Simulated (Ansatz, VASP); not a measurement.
Two plane-wave programs on Al

```
Al
1.0
     4.54733    0.00000    0.00000
    -2.27367    3.93811    0.00000
     0.00000    0.00000    2.75776
Al
3
Direct
  0.00000 0.00000 0.00000
  0.33333 0.66667 0.50000
  0.66667 0.33333 0.50000
```

Alike in both runs: functional r2SCAN; k mesh 12 × 12 × 16; occupations gaussian, width 0.1 eV; no spin polarisation.

Ansatz relaxed the structure, and its values are those at the end. VASP's run is a single point on that final structure, the one shown.

```csv
,VASP,Ansatz
version,VASP 6.6.1,Ansatz 0.2.0
potentials or method,"VASP PAW PBE potentials, release 64 (Al)","scalar-relativistic, plane waves, PAW"
plane-wave cutoff (eV),520,500
valence electrons in the cell,9,9
```

```csv
,VASP,Ansatz,Ansatz less VASP
gap on the k mesh at the Fermi level (eV),none,none,-
pressure (GPa),-0.3,0.0,+0.30
```

A gap of «none» marks a metal or a gap that the smearing closes. With one functional, cell and mesh, what is left measures potentials, basis and numerics.

Caveats: the PAW data sets were made with another functional, which shifts forces and pressure a little (VASP).
